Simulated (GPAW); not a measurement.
The system is TaS2.

```xyz
3
Lattice="3.3500 0.0000 0.0000 -1.6750 2.9012 0.0000 0.0000 0.0000 5.8600" Properties=species:S:1:pos:R:3 pbc="T T T"
Ta    0.0000    0.0000    0.0000
S     1.6750    0.9671    4.3950
S     0.0000    1.9341    1.4650
```

- Program: GPAW 26.7.0
- Task: relaxation of cell and atoms
- Functional: BLYP
- Dispersion: D3
- Potentials or basis: PAW data sets generated in the run's folder for this functional
- Cutoff: 600 eV
- Basis: pw
- k mesh: 7 × 7 × 4
- Occupations: fermi-dirac, width 0.05 eV
- Spin: no spin polarisation

At the start: pressure 11.2 GPa; volume 18.98 Å³/atom.

Task: How do energy, volume and symmetry change on relaxing?

Result: Over 13 steps the energy falls by 56.4 meV/atom and the volume is 19.89 Å³/atom (+4.8 %); space group P-3m1 (No. 164, to 0.05 Å).

The path:
| step | energy change (eV) | largest force (eV/Å) | pressure (GPa) | volume (Å³) |
| --- | --- | --- | --- | --- |
| 1 | 0.0000 | 1.4754 | 11.17 | 56.95 |
| 2 | -0.1073 | 0.7842 | 6.33 | 58.04 |
| 3 | -0.1602 | 0.0115 | 0.83 | 59.50 |
| 4 | -0.1618 | 0.0712 | 0.33 | 59.69 |
| 5 | -0.1646 | 0.1252 | -0.37 | 60.05 |
| 6 | -0.1670 | 0.1062 | -0.69 | 60.34 |
| 7 | -0.1682 | 0.0303 | -0.52 | 60.43 |
| 8 | -0.1684 | 0.0209 | -0.24 | 60.36 |
| 9 | -0.1685 | 0.0360 | -0.12 | 60.29 |
| 10 | -0.1686 | 0.0500 | 0.03 | 60.18 |
| 11 | -0.1688 | 0.0584 | 0.20 | 59.99 |
| 12 | -0.1690 | 0.0476 | 0.26 | 59.77 |
| 13 | -0.1691 | 0.0201 | 0.16 | 59.67 |

Final structure:
```
Ta S
1.0
     3.43929    0.00000    0.00000
    -1.71965    2.97852    0.00000
     0.00000    0.00000    5.82492
Ta S
1 2
Cartesian
  0.0000 0.0000 0.0000
  1.7196 0.9928 4.3166
  0.0000 1.9857 1.5084
```

Caveat: later steps reuse the first step's grids.
